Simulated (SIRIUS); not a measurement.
Runs of SIRIUS 7.10.0 on Ni. Symmetry: Im-3m, No. 229, cubic system. Conventional cell: a = 2.767 Å, b = 2.767 Å, c = 2.767 Å, α = 90.00°, β = 90.00°, γ = 90.00°. Around Ni (site symmetry m-3m) lie 8 Ni at 2.40 Å. This isn't the form of Ni at room conditions, which is fcc.

| fixed moment (μB) | pressure (GPa) | moment (μB) |
| --- | --- | --- |
| 0.25 | -2.4 | 0.25 |
| 0.75 | (a) | 0.75 |
| 0.5 | -1.2 | 0.50 |
| 0.0 | (b) | 0.00 |
| 1.0 | 4.3 | 1.00 |

Alike in all rows: task single point; level HTBS; potentials or basis PseudoDojo 0.5 PBE stringent (scalar relativistic); spin collinear, ferromagnetic start; cell as given; k mesh 9 × 9 × 9; cutoff (eV) 1416; smearing methfessel-paxton 0.2 eV.

Fill in the values left out.

(a) 1.2; (b) -3.0.

Caveats: the potentials were made for another functional, which shifts forces and pressure; the total moment is fixed, so each spin has its own Fermi level.

Runs at the PBE level aren't shown here.
